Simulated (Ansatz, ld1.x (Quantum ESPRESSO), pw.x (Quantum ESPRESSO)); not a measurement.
Te: does the TM potential hold in the solid?

ld1.x (Quantum ESPRESSO) 7.5 input, shortened:

```
&input
   title='Te', zed=52., rel=1, dft='PBE', iswitch=3,
   config='[Kr] 4d10 5s2 5p4 5d-2'
 /
 &inputp
   pseudotype=2, tm=.true., lloc=0,
   nlcc=.false.
 /
3
5P  2  1   4.00   0.00  1.70  1.70  0.0
5D  3  2  -2.00   0.35  1.35  1.35  0.0
5S  1  0   2.00   0.00  1.55  1.55  0.0
 &test
   configts(1)='5s2 5p4'
 /
```

Atomic tests: cutoffs needed: 50 Ry and 100 Ry (the cutoffs (Ry, on a coarse ladder) from which the occupation-weighted sum of valence levels, in a spherical-Bessel basis at the reference potential, stays within 10 and 1 mRy of its value at 400 Ry); ghost test: no extra level below or beside the all-electron valence levels (p, d, s, f tested) (spherical-Bessel basis up to 400 Ry, 20 bohr box); largest excitation error: -52 meV (all-electron minus pseudo) for 5s2 5p1, out of 7 test configurations.

Crystal test: diamond Te in pw.x 7.5, no spin, 8³ k-points, Fermi–Dirac smearing 0.01 Ry, cutoffs 120/480 Ry. The lattice is a test structure that the element need not adopt, and mesh and smearing are coarse.

pw.x input:

```
&control
  calculation='scf', prefix='x', pseudo_dir='./', outdir='./tmp', tstress=.true., disk_io='low'
/
&system
  ibrav=0, nat=2, ntyp=1, ecutwfc=120, ecutrho=480, nbnd=14,
  occupations='smearing', smearing='fd', degauss=0.01
/
&electrons
  conv_thr=1e-09, mixing_beta=0.4, electron_maxstep=70
/
ATOMIC_SPECIES
Te 1.0 Te.UPF
CELL_PARAMETERS angstrom
  0.00000000 3.59446165 3.59446165
  3.59446165 0.00000000 3.59446165
  3.59446165 3.59446165 0.00000000
ATOMIC_POSITIONS crystal
Te 0.0000 0.0000 0.0000
Te 0.2500 0.2500 0.2500
K_POINTS automatic
8 8 8 0 0 0
```

```bash
pw.x < Te.scf.in > Te.scf.out
```

How does the run end?

It converges; the pressure is -3.74 GPa against -0.00 GPa from all-electron LAPW. This is a poor potential for the solid. The atomic tests give no hint of an error of this size, and its cause was not traced. The log shows:

```
     number of Kohn-Sham states=           14
     kinetic-energy cutoff     =     120.0000  Ry
     charge density cutoff     =     480.0000  Ry
     scf convergence threshold =      1.0E-09
     Exchange-correlation= PBE
     number of k points=    29  Fermi-Dirac smearing, width (Ry)=  0.0100
     iteration #  1     ecut=   120.00 Ry     beta= 0.40
     total energy              =     -32.70809008 Ry
     estimated scf accuracy    <       0.00531059 Ry
     iteration #  2     ecut=   120.00 Ry     beta= 0.40
     total energy              =     -32.70786482 Ry
     estimated scf accuracy    <       0.00172715 Ry
     iteration #  3     ecut=   120.00 Ry     beta= 0.40
     total energy              =     -32.70792683 Ry
     estimated scf accuracy    <       0.00000312 Ry
     iteration #  4     ecut=   120.00 Ry     beta= 0.40
     total energy              =     -32.70792992 Ry
     estimated scf accuracy    <       0.00000051 Ry
     iteration #  5     ecut=   120.00 Ry     beta= 0.40
     total energy              =     -32.70792999 Ry
     estimated scf accuracy    <       0.00000003 Ry
     iteration #  6     ecut=   120.00 Ry     beta= 0.40
     total energy              =     -32.70793000 Ry
     estimated scf accuracy    <          1.3E-09 Ry
     iteration #  7     ecut=   120.00 Ry     beta= 0.40
     total energy              =     -32.70793000 Ry
     estimated scf accuracy    <          2.8E-09 Ry
     iteration #  8     ecut=   120.00 Ry     beta= 0.40
     the Fermi energy is     3.0929 ev
!    total energy              =     -32.70793000 Ry
     estimated scf accuracy    <          8.6E-13 Ry
     smearing contrib. (-TS)   =      -0.00961519 Ry
     The total energy is F=E-TS. E is the sum of the following terms:
     one-electron contribution =      -1.38524100 Ry
     hartree contribution      =       4.24931340 Ry
     xc contribution           =      -7.01275794 Ry
     ewald contribution        =     -28.54962927 Ry
     convergence has been achieved in   8 iterations
          total   stress  (Ry/bohr**3)                   (kbar)     P=      -37.43
```
